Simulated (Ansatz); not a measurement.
**O-17 NMR of the central transition in BaTiO3 under strain**

Cell: a measured structure from the Crystallography Open Database (COD), relaxed with PBE at fixed cell and then changed (z stretched by 3 %, ions relaxed).

```
Ba Ti O
1.0
     4.00600    0.00000    0.00000
     0.00000    4.00600    0.00000
     0.00000    0.00000    4.12618
Ba Ti O
1 1 3
Direct
  0.50000 0.50000 0.50000
  0.00000 0.00000 0.00000
  0.50000 0.00000 0.00000
  0.00000 0.50000 0.00000
  0.00000 0.00000 0.50000
```

Atom numbers follow the list; atoms alike are taken as one site, whose name carries the number of the first.

Computed with Ansatz: DFT, PBE, plane waves and PAW, scalar-relativistic, 420 eV cutoff, Γ-centred 8×8×8 k-points, Fermi–Dirac smearing 0.02 eV.

O-17 has I = 5/2 and Q = -25.58 mb (Pyykkö 2018); at 23.5 T its Larmor frequency is ν₀ = 135.7 MHz. Only the quadrupole interaction is simulated: positions count from each site's isotropic chemical shift, and J coupling is left out, as are shift anisotropy and dipolar coupling, which fast spinning averages.

Q: Give C_Q, η, the quadrupolar product P_Q = |C_Q|(1 + η²/3)^½, the second-order isotropic shift and the breadth of the pattern (fast magic-angle spinning) for each O site.

A: 

| site | first shell | C_Q (MHz) | η | P_Q (MHz) | δ_QIS (ppm) | breadth (kHz) |
| --- | --- | --- | --- | --- | --- | --- |
| O3 | 2 Ti at 2.00 Å, angle 180°; also 4 Ba at 2.88 Å | -1.49 | 0.41 | 1.54 | -0.770 | 0.242 |
| O5 | 2 Ti at 2.06 Å, angle 180°; also 4 Ba at 2.83 Å | -2.28 | 0.00 | 2.28 | -1.70 | 0.493 |

δ_QIS = −(ν_Q²/30ν₀²)[I(I+1) − 3/4](1 + η²/3) × 10⁶ ppm with ν_Q = 3|C_Q|/[2I(2I−1)]; it falls as 1/B₀² in ppm, and the breadth as 1/B₀ in kHz.

An axis of threefold or higher order runs through O5, so V_zz lies along it and η is zero. At O3 V_zz points along the line of its two bonds (within 1°).

The relaxation (1 step) took 12 s of wall time (12 s of CPU time) and 0.49 GiB at its peak, on 1 thread of Arm Neoverse V1 (aarch64; 8 cores open to the job, memory cap 3.0 GiB, no GPU), a shared host with a load of 0.7 a core.
